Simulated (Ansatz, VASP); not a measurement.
**One calculation of Au, two programs**

Contents of INCAR:

```
SYSTEM = Au
PREC     = Accurate       ! precision mode
ENCUT    = 520            ! plane-wave cutoff, eV
EDIFF    = 1E-7           ! SCF threshold, eV
ISMEAR   = -1             ! smearing method
SIGMA    = 0.05           ! smearing width, eV
LREAL    = .FALSE.        ! projectors in reciprocal space
LASPH    = .TRUE.         ! aspherical terms in the spheres
NELM     = 60             ! most SCF steps
ALGO     = Normal         ! electronic algorithm
ISIF     = 2              ! what is computed and relaxed
LWAVE    = .FALSE.        ! write WAVECAR
LCHARG   = .FALSE.        ! write CHGCAR
GGA      = PE             ! functional
NBANDS   = 12             ! bands
```

The input KPOINTS:

```
Automatic mesh
0
G
  11 11 11
  0 0 0
```

POSCAR

```
Au
1.0
   -1.6348707273      1.6348707273      1.6348707273
    1.6348707273     -1.6348707273      1.6348707273
    1.6348707273      1.6348707273     -1.6348707273
Au
1
Direct
    0.0000000000      0.0000000000      0.0000000000
```

The input input.yaml:

```yaml
crystal:
  lattice:
    - [-1.6348707273, 1.6348707273, 1.6348707273]
    - [1.6348707273, -1.6348707273, 1.6348707273]
    - [1.6348707273, 1.6348707273, -1.6348707273]
  atoms:
    - { symbol: Au, position: [0.0, 0.0, 0.0] }
hamiltonian:
  xc: pbe
  pseudopotentials: { kind: paw }
kpoints:
  mp_grid: { grid: [11, 11, 11] }
scf:
  occupations: { method: fermi_dirac, width: 0.05 }
output:
  forces: true
  stress: true
  eigenvalues: true
```

Change from the starting cell: volume scaled by 0.96.

Alike in both runs: task single point; functional PBE; k mesh 11 × 11 × 11; occupations fermi-dirac, width 0.05 eV; no spin polarisation.

|  | VASP | Ansatz |
| --- | --- | --- |
| version | VASP 6.6.1 | Ansatz 0.2.0 |
| potentials or method | VASP PAW PBE potentials, release 64 (Au) | Ansatz PAW |
| plane-wave cutoff (eV) | 520 | 420 |
| valence electrons in the cell | 11 | 19 |

Ansatz gave:

```
gap on the k mesh at the Fermi level (eV) : none
pressure (GPa)                            : 5.0
```

Question: What did VASP give for the same quantities?

Answer: gap on the k mesh at the Fermi level (eV): none; pressure (GPa): 4.8.

A gap of «none» marks a metal or a gap that the smearing closes. The two sets of potentials don't hold the same shells in valence.

The runs have no spin-orbit coupling, so splittings on Au are missing.
